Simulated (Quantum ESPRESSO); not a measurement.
Wanted: the native input for a Quantum ESPRESSO 7.5 run.

```
Task                : band structure
Functional          : AM05
Potentials or basis : PseudoDojo 0.4.1 SR PBE standard
Cutoff              : 1143 eV
Density cutoff      : 4572 eV
k mesh              : 11 × 11 × 11
Occupations         : fermi-dirac, width 0.05 eV
Spin                : no spin polarisation
Mixing beta         : 0.5
Most SCF iterations : 120
SCF threshold       : 2e-10 Ry
```

Crystal: Ti.

```
Ti
1.0
    -1.64100    1.64100    1.64100
     1.64100   -1.64100    1.64100
     1.64100    1.64100   -1.64100
Ti
1
Direct
  0.00000 0.00000 0.00000
```

This isn't the form of Ti at room conditions, which is hcp.

One way to write it, as run:

pw.in

```
&CONTROL
  calculation = 'scf'
  prefix = 'pwscf'
  outdir = './tmp'
  pseudo_dir = './pseudo'
  tprnfor = .true.
  tstress = .true.
  disk_io = 'low'
/
&SYSTEM
  ibrav = 0
  nat = 1
  ntyp = 1
  ecutwfc = 84
  nbnd = 12
  input_dft = 'XC-000I-000I-120L-135L-000I-000I'
  occupations = 'smearing'
  smearing = 'fd'
  degauss = 0.00367493
/
&ELECTRONS
  conv_thr = 2d-10
  electron_maxstep = 120
  mixing_beta = 0.5
/
ATOMIC_SPECIES
Ti    47.8670 Ti.upf
CELL_PARAMETERS angstrom
  -1.6410000000    1.6410000000    1.6410000000
   1.6410000000   -1.6410000000    1.6410000000
   1.6410000000    1.6410000000   -1.6410000000
ATOMIC_POSITIONS angstrom
Ti     0.0000000000    0.0000000000    0.0000000000
K_POINTS automatic
11 11 11 0 0 0
```

bands.in

```
&CONTROL
  calculation = 'bands'
  prefix = 'pwscf'
  outdir = './tmp'
  pseudo_dir = './pseudo'
  disk_io = 'low'
  verbosity = 'high'
/
&SYSTEM
  ibrav = 0
  nat = 1
  ntyp = 1
  ecutwfc = 84
  nbnd = 12
  input_dft = 'XC-000I-000I-120L-135L-000I-000I'
  occupations = 'smearing'
  smearing = 'fd'
  degauss = 0.00367493
/
&ELECTRONS
  conv_thr = 1d-08
  electron_maxstep = 120
  mixing_beta = 0.5
  diago_full_acc = .true.
/
ATOMIC_SPECIES
Ti    47.8670 Ti.upf
CELL_PARAMETERS angstrom
  -1.6410000000    1.6410000000    1.6410000000
   1.6410000000   -1.6410000000    1.6410000000
   1.6410000000    1.6410000000   -1.6410000000
ATOMIC_POSITIONS angstrom
Ti     0.0000000000    0.0000000000    0.0000000000
K_POINTS crystal
60
 0.0000000000  0.0000000000  0.0000000000 1
 0.0416666667 -0.0416666667  0.0416666667 1
 0.0833333333 -0.0833333333  0.0833333333 1
 0.1250000000 -0.1250000000  0.1250000000 1
 0.1666666667 -0.1666666667  0.1666666667 1
 0.2083333333 -0.2083333333  0.2083333333 1
 0.2500000000 -0.2500000000  0.2500000000 1
 0.2916666667 -0.2916666667  0.2916666667 1
 0.3333333333 -0.3333333333  0.3333333333 1
 0.3750000000 -0.3750000000  0.3750000000 1
 0.4166666667 -0.4166666667  0.4166666667 1
 0.4583333333 -0.4583333333  0.4583333333 1
 0.5000000000 -0.5000000000  0.5000000000 1
 0.4375000000 -0.4375000000  0.5000000000 1
 0.3750000000 -0.3750000000  0.5000000000 1
 0.3125000000 -0.3125000000  0.5000000000 1
 0.2500000000 -0.2500000000  0.5000000000 1
 0.1875000000 -0.1875000000  0.5000000000 1
 0.1250000000 -0.1250000000  0.5000000000 1
 0.0625000000 -0.0625000000  0.5000000000 1
 0.0000000000  0.0000000000  0.5000000000 1
 0.0000000000  0.0000000000  0.4444444444 1
 0.0000000000  0.0000000000  0.3888888889 1
 0.0000000000  0.0000000000  0.3333333333 1
 0.0000000000  0.0000000000  0.2777777778 1
 0.0000000000  0.0000000000  0.2222222222 1
 0.0000000000  0.0000000000  0.1666666667 1
 0.0000000000  0.0000000000  0.1111111111 1
 0.0000000000  0.0000000000  0.0555555556 1
 0.0000000000  0.0000000000  0.0000000000 1
 0.0227272727  0.0227272727  0.0227272727 1
 0.0454545455  0.0454545455  0.0454545455 1
 0.0681818182  0.0681818182  0.0681818182 1
 0.0909090909  0.0909090909  0.0909090909 1
 0.1136363636  0.1136363636  0.1136363636 1
 0.1363636364  0.1363636364  0.1363636364 1
 0.1590909091  0.1590909091  0.1590909091 1
 0.1818181818  0.1818181818  0.1818181818 1
 0.2045454545  0.2045454545  0.2045454545 1
 0.2272727273  0.2272727273  0.2272727273 1
 0.2500000000  0.2500000000  0.2500000000 1
 0.2708333333  0.1875000000  0.2708333333 1
 0.2916666667  0.1250000000  0.2916666667 1
 0.3125000000  0.0625000000  0.3125000000 1
 0.3333333333  0.0000000000  0.3333333333 1
 0.3541666667 -0.0625000000  0.3541666667 1
 0.3750000000 -0.1250000000  0.3750000000 1
 0.3958333333 -0.1875000000  0.3958333333 1
 0.4166666667 -0.2500000000  0.4166666667 1
 0.4375000000 -0.3125000000  0.4375000000 1
 0.4583333333 -0.3750000000  0.4583333333 1
 0.4791666667 -0.4375000000  0.4791666667 1
 0.5000000000 -0.5000000000  0.5000000000 1
 0.2500000000  0.2500000000  0.2500000000 1
 0.2083333333  0.2083333333  0.2916666667 1
 0.1666666667  0.1666666667  0.3333333333 1
 0.1250000000  0.1250000000  0.3750000000 1
 0.0833333333  0.0833333333  0.4166666667 1
 0.0416666667  0.0416666667  0.4583333333 1
 0.0000000000  0.0000000000  0.5000000000 1
```

Potentials or basis: PseudoDojo 0.4.1 SR PBE standard.

Launch:

```console
$ OMP_NUM_THREADS=1 pw.x -in pw.in > pw.out
$ OMP_NUM_THREADS=1 pw.x -in bands.in > bands.out
```

It gave:

- Pressure: -6.2 GPa
- Band gap on the k mesh: none (metal or under the smearing width)

Caveat: the potentials were made for another functional, which shifts forces and pressure.

Run time: 12 s on 1 thread of AMD EPYC 7B13 (Zen 3), with other jobs on the host, peak memory 0.09 GiB.
